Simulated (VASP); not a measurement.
Wanted: the native input for a VASP 6.6.1 run.

| Quantity | Value |
| --- | --- |
| Task | band structure |
| Functional | HSE06 |
| Potentials or basis | VASP PAW PBE potentials, release 64 (Ba_sv, Ti_sv, O) |
| Cutoff | 520 eV |
| k mesh | 4 × 4 × 4 |
| Occupations | gaussian, width 0.03 eV |
| Spin | no spin polarisation |
| Grid for exact exchange (PRECFOCK) | Fast |
| Screening parameter | 0.2 1/A |
| Further INCAR settings | ALGO = Normal; EDIFF = 1e-07; NBANDS = 28 |

Crystal: BaTiO3.

```
Ba Ti O
1.0
     3.98308    0.00000    0.00000
     0.00000    3.98308    0.00000
     0.00000    0.00000    3.98308
Ba Ti O
1 1 3
Direct
  0.50000 0.50000 0.50000
  0.00000 0.00000 0.00000
  0.50000 0.00000 0.00000
  0.00000 0.50000 0.00000
  0.00000 0.00000 0.50000
```

One way to write it, as run:

POSCAR

```
BaTiO3                                  
1.0
    3.9830828737      0.0000000000      0.0000000000
    0.0000000000      3.9830828737      0.0000000000
    0.0000000000      0.0000000000      3.9830828737
  Ba              Ti              O             
     1     1     3
Direct
     0.5000000000000000    0.5000000000000000    0.5000000000000000
     0.0000000000000000    0.0000000000000000    0.0000000000000000
     0.5000000000000000    0.0000000000000000    0.0000000000000000
     0.0000000000000000    0.5000000000000000    0.0000000000000000
     0.0000000000000000    0.0000000000000000    0.5000000000000000
```

INCAR.step1

```
SYSTEM = BaTiO3
PREC = Accurate ; ENCUT = 520
EDIFF = 1E-5 ; ISMEAR = 0
SIGMA = 0.03 ; LREAL = .FALSE.
LASPH = .TRUE. ; NELM = 80
ALGO = Normal ; ISIF = 2
LWAVE = .TRUE. ; LCHARG = .FALSE.
LMAXMIX = 4 ; NBANDS = 28
KPAR = 2 ; GGA = PE
```

INCAR.step2

```
SYSTEM = BaTiO3
PREC = Accurate ; ENCUT = 520
EDIFF = 1E-7 ; ISMEAR = 0
SIGMA = 0.03 ; LREAL = .FALSE.
LASPH = .TRUE. ; NELM = 80
ALGO = Normal ; ISIF = 2
LWAVE = .FALSE. ; LCHARG = .FALSE.
LMAXMIX = 4 ; GGA = PE
LHFCALC = .TRUE. ; HFSCREEN = 0.2
PRECFOCK = Fast ; NBANDS = 28
KPAR = 2 ; ISTART = 1
```

KPOINTS

```
regular mesh
0
G
  4 4 4
  0 0 0
```

KPOINTS_OPT

```
explicit points
4
Reciprocal
 0.0000000000  0.0000000000  0.0000000000 1
 0.5000000000  0.5000000000  0.0000000000 1
 0.5000000000  0.5000000000  0.5000000000 1
 0.0000000000  0.5000000000  0.0000000000 1
```

Potentials or basis: VASP PAW PBE potentials, release 64 (Ba_sv, Ti_sv, O).

Launch:

```console
$ cat potpaw_PBE.64/Ba_sv/POTCAR potpaw_PBE.64/Ti_sv/POTCAR potpaw_PBE.64/O/POTCAR > POTCAR
$ cp INCAR.step1 INCAR
$ mpirun -np 2 vasp_std > vasp.out
$ cp INCAR.step2 INCAR
$ mpirun -np 2 vasp_std > vasp.out
```

It gave:

```json
{
 "Pressure": "1.0 GPa",
 "Band gap on the k mesh": "3.19 eV, indirect (least direct gap 3.29 eV)",
 "Band gap along the path": "3.19 eV, indirect (least direct gap 3.29 eV)"
}
```

Caveat: the PAW data sets were made with another functional, which shifts forces and pressure a little; spin-orbit coupling is left out, which moves the levels of the heavy elements.

Run time: 11 min on 2 MPI ranks on AMD EPYC 9R45 (Zen 5), on a shared host, peak memory 0.29 GiB a rank.
